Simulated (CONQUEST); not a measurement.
**CdO (Monteponite) under changes of volume**

One of the cells (12.970 Å³/atom); the others are scaled copies at fixed shape and fractional positions:

```
Cd O
1.0
     3.32269    0.00000    0.00000
     0.00000    3.32269    0.00000
     0.00000    0.00000    4.69900
Cd O
2 2
Direct
  0.00000 0.00000 0.00000
  0.50000 0.50000 0.50000
  0.00000 0.00000 0.50000
  0.50000 0.50000 0.00000
```

- Program: CONQUEST 1.3
- Functional: WC
- Potentials or basis: PseudoDojo NC PBEsol, DZP, grid of 32 × 32 × 48 points
- k mesh: 7 × 7 × 5
- Occupations: fermi-dirac, width 0.003 eV
- Spin: no spin polarisation

```csv
volume (Å³/atom),energy over the lowest point (meV/atom),pressure (GPa)
12.191,22.57,9.3
12.451,10.16,6.1
12.710,2.74,3.1
12.970,0.00,0.2
13.229,?,?
13.488,7.32,-4.6
13.748,16.43,-6.6
```

Task: What does the run at 13.229 Å³/atom give?

Result: Energy over the lowest point 1.68 meV/atom; pressure -2.3 GPa.

Worked out: A Birch-Murnaghan fit of order 3 (a polynomial in V^(-2/3)) to the other rows has its minimum at 13.00 Å³/atom with B0 = V·E''(V) = 132 GPa and B' = 3.3. It gives 1.69 meV/atom at 13.229 Å³/atom, against the run's 1.68, and -dE/dV = -2.3 GPa, against -2.3.

Energies are extrapolated to zero smearing.

Caveats: the potentials were made for another functional, which shifts forces and pressure; the basis of atomic orbitals isn't converged, which shifts pressures, moduli and gaps; the real-space grid breaks the cell's symmetry a little (some runs).
